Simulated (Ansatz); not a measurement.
# Ru: course of a relaxation

Theory: DFT PBE, scalar-relativistic, plane waves, PAW in Ansatz. Settings: 420 eV cutoff, 18×18×10 k-mesh, Gaussian smearing of 0.10 eV, no spin polarisation.

What was changed in Os: Os → Ru on all its sites, cell and atoms relaxed.

Command:

```bash
ansatz run input.yaml --threads 1 --pin off --max-ram 2560MiB --backend cpu --events-out ev --progress --plain --runs-dir out
```

Input:

```yaml
crystal:
  lattice:
    - [2.7227597343, 0.0, 0.0]
    - [-1.3613798671, 2.3579790983, 0.0]
    - [0.0, 0.0, 4.2908195389]
  atoms:
    - { symbol: Ru, position: [0.3333333333, 0.6666666667, 0.25] }
    - { symbol: Ru, position: [0.6666666667, 0.3333333333, 0.75] }
basis:
  ecutwfc: 420
kpoints:
  mp_grid: { grid: [18, 18, 10] }
hamiltonian:
  xc: pbe
scf:
  occupations: { method: gaussian, width: 0.1 }
output:
  forces: true
  stress: true
  eigenvalues: true
relax:
  adjacent_minimum: "off"
  f_tol: 0.01
  max_steps: 60
  cell: { stress_tol: 0.1 }
```

F is the free energy. Steps run on the plane waves of an earlier cell, but the last one, and at times one on the way, on a freshly chosen basis, so a repeated geometry can differ a little in energy.

Steps:

| step | F − F(1) (eV) | largest force component (eV/Å) | V (Å³/atom) | P (GPa) |
| --- | --- | --- | --- | --- |
| 1 | 0.0000 | 0.000 | 13.774 | -0.17 |
| 2 | -0.0001 | 0.000 | 13.752 | 0.27 |
| 3 | -0.0002 | 0.000 | 13.765 | -0.01 |
| 4 | -0.0002 | 0.000 | 13.765 | -0.01 |

Relaxed structure:

```yaml
crystal:
  lattice:
    - [2.71999, 0.00000, 0.00000]
    - [-1.36000, 2.35558, 0.00000]
    - [0.00000, 0.00000, 4.29681]
  atoms:
    - { symbol: Ru, position: [0.33333, 0.66667, 0.25000] }
    - { symbol: Ru, position: [0.66667, 0.33333, 0.75000] }
```

The structure is hexagonal, space group P6_3/mmc (No. 194). Conventional cell: a = 2.720 Å, b = 2.720 Å, c = 4.297 Å, α = 90.00°, β = 90.00°, γ = 120.00°. Around Ru (site symmetry -6m2) lie 12 Ru at 2.66 to 2.72 Å.

The run converged. The run took 21 s on 1 thread of Intel(R) Xeon(R) Platinum 8488C (Sapphire Rapids), with other jobs on the host, peak memory 0.44 GiB.